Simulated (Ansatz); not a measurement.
**Bi (R-3m)**

All numbers below come from DFT PBE+D3(BJ), scalar-relativistic, plane waves, PAW (Ansatz 0.2.0).

Cutoff 420 eV; k points 12×12×12 on the computed 2-atom cell (Γ-centred); Gaussian smearing, width 0.10 eV; no spin polarisation.

The structure is relaxed at this level of theory with its symmetry kept.

```
Bi
1.0
     2.26734    1.30905    3.88173
    -2.26734    1.30905    3.88173
     0.00000   -2.61810    3.88173
Bi
2
Cartesian
  0.0000 0.0000 2.7614
  0.0000 0.0000 8.8838
```

```json
{"Space group": "R-3m (No. 166)", "Volume per atom": "34.56 Å³", "Kohn–Sham band gap": "none (metal)", "Density of states at the Fermi level": "0.03 states/eV per cell (so small that it hangs on the mesh: a semimetal, or crossings between mesh points)", "Löwdin character within 0.5 eV of the Fermi level": "Bi 6p 88 %, Bi 6s 9 %", "Bulk modulus": "38 GPa", "Its pressure derivative": "6.5", "Bader charges (e)": "Bi (2 in the cell) 0.00"}
```

Spin-orbit coupling is left out, which matters for the bands of heavy elements.

Cost: 9 runs of about 5 core-minutes in all, on Intel Xeon 6975P-C (Granite Rapids) (shared hosts).